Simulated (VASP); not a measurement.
Runs of VASP 6.6.1 on LiCl. Symmetry: Fm-3m, No. 225, cubic system. Conventional cell: a = 5.061 Å, b = 5.061 Å, c = 5.061 Å, α = 90.00°, β = 90.00°, γ = 90.00°. Li (site symmetry m-3m) has 6 Cl at 2.53 Å as nearest neighbours. Cl (site symmetry m-3m) is surrounded by 6 Li at 2.53 Å. 

| task | level | potentials or basis | cell | cutoff (eV) | gap on the mesh (eV) |
| --- | --- | --- | --- | --- | --- |
| band structure | LDA | VASP PAW LDA potentials, release 64 (Li_sv, Cl) | Fm-3m, 16.2 Å³/atom | 520 | (a) |
| relaxation of cell and atoms | PBEsol | VASP PAW PBE potentials, release 64 (Li_sv, Cl) | relaxed | 600 | 6.37 |
| optical spectrum | PBE | VASP PAW PBE potentials, release 64 (Li_sv, Cl) | Fm-3m, 16.2 Å³/atom | 520 | 6.58 |
| band structure | PBE | VASP PAW PBE potentials, release 64 (Li_sv, Cl) | Fm-3m, 16.2 Å³/atom | 520 | 6.58 |

Alike in all rows: no spin polarisation; k mesh 10 × 10 × 10; smearing gaussian 0.03 eV.

Estimate the missing entries.

(a) 6.24.

Caveats: the cutoff is under 1.25 times the usual one of these potentials, so pressure, stress and relaxed cells hold a basis-set (Pulay) error; the PAW data sets were made with another functional, which shifts forces and pressure a little (some runs); spectra need much finer meshes, so this one isn't converged (some runs); independent-particle spectra lack excitons (some runs).

A k mesh can miss the band edges.
